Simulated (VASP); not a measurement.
**VASP 6.6.1 run: KBr**

INCAR

```
IBRION = -1
NELM = 64
LREAL = .FALSE.
SIGMA = 0.02
EDIF = 1E-7
ENCUT = 520
NBANDS = 15
ISMEAR = -1
ISIF = 2
PREC = Accurate
LASPH = .TRUE.
LWAVE = .FALSE.
LCHARG = .FALSE.
GGA = PE
NSW = 0
```

KPOINTS

```
KPOINTS created by Atomic Simulation Environment
0
Gamma
6 6 6
0 0 0
```

POSCAR

```
K  Br
 1.0000000000000000
     0.0000000000000000    3.4540206374000002    3.3024387009999998
     3.4540206374000002    0.0000000000000000    3.3024387009999998
     3.4540206374000002    3.4540206374000002    0.0000000000000000
 K   Br
   1   1
Cartesian
  0.0000000000000000  0.0000000000000000  0.0000000000000000
  3.4540206373999998  3.4540206373999998  3.3024387009999994
```

The recommended PBE PAW datasets give the neutral cell 16 valence electrons.

Command

```
mpirun -np 1 vasp_std
```

Task: How does this run end, and what does it give?

Result: It converged. Results: gap between bands v and c on the k mesh 4.19 eV; least direct gap on the k mesh 4.19 eV; pressure -0.5 GPa. Band v is the last that the valence electrons fill when counted band by band, and c is the next.

OSZICAR

```
N       E                     dE             d eps       ncg     rms          rms(c)
DAV:   1     0.968658809322E+02    0.96866E+02   -0.66599E+03   900   0.918E+02
DAV:   2     0.398071785635E-01   -0.96826E+02   -0.90407E+02  1187   0.223E+02
DAV:   3    -0.615046646424E+01   -0.61903E+01   -0.61623E+01  1208   0.499E+01
DAV:   4    -0.640760566372E+01   -0.25714E+00   -0.25706E+00  1395   0.883E+00
DAV:   5    -0.640998480069E+01   -0.23791E-02   -0.23791E-02  1250   0.960E-01    0.274E+00
DAV:   6    -0.621460920918E+01    0.19538E+00   -0.24504E-01  1152   0.227E+00    0.197E+00
DAV:   7    -0.619992952872E+01    0.14680E-01   -0.11757E-01  1229   0.177E+00    0.953E-01
DAV:   8    -0.621028055769E+01   -0.10351E-01   -0.14114E-02  1040   0.828E-01    0.122E-01
DAV:   9    -0.621111419025E+01   -0.83363E-03   -0.10817E-03  1250   0.200E-01    0.833E-02
DAV:  10    -0.621145955792E+01   -0.34537E-03   -0.38197E-04   941   0.115E-01    0.164E-02
DAV:  11    -0.621147266906E+01   -0.13111E-04   -0.25773E-05   933   0.300E-02
   1 F= -.62114727E+01 E0= -.62114727E+01  d E =-.708383E-11
```

One setting is odd (misspelt tag), but here it hardly changes the result.

On sound settings PBE gives a gap of 4.19 eV on its mesh and a pressure of -0.4 GPa for the intended cell. This run's energy (σ→0) differs from it by 0 meV an atom.
